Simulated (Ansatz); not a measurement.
Runs of Ansatz 0.2.0 on CdO (Monteponite). It takes space group Fm-3m (No. 225, cubic). Conventional cell: a = 4.699 Å, b = 4.699 Å, c = 4.699 Å, α = 90.00°, β = 90.00°, γ = 90.00°. Cd (site symmetry m-3m) has 6 O at 2.35 Å as nearest neighbours. O (site symmetry m-3m) is surrounded by 6 Cd at 2.35 Å. 

```csv
screening (1/Å),gap on the mesh (eV),pressure (GPa)
0.1,1.36,0.4
0.2,1.07,0.6
0.6,(a),2.2
0.4,(d),(b)
0.15,1.20,0.5
0.3,0.85,(c)
```

Alike in all rows: task single point; level HSE06 form with a typed share of exact exchange; potentials or basis Ansatz PAW; no spin polarisation; cell as given; k mesh 5 × 5 × 5; cutoff (eV) 420; smearing fermi-dirac 0.05 eV; the mesh is coarse, so values aren't converged.

Problem. Estimate the missing entries.

Solution. (a) 0.39; (b) 1.3; (c) 0.9; (d) 0.67.

Caveats: all runs use coarse meshes; odd divisions of the mesh miss points on the zone boundary, where band edges often lie, so the gap on the mesh can be too wide; the PAW data sets come from PBE, with cores solved anew for the run's functional, which leaves a small shift of forces and pressure; the thresholds are loose for stress.

A k mesh can miss the band edges, and the runs leave out spin-orbit coupling on Cd.
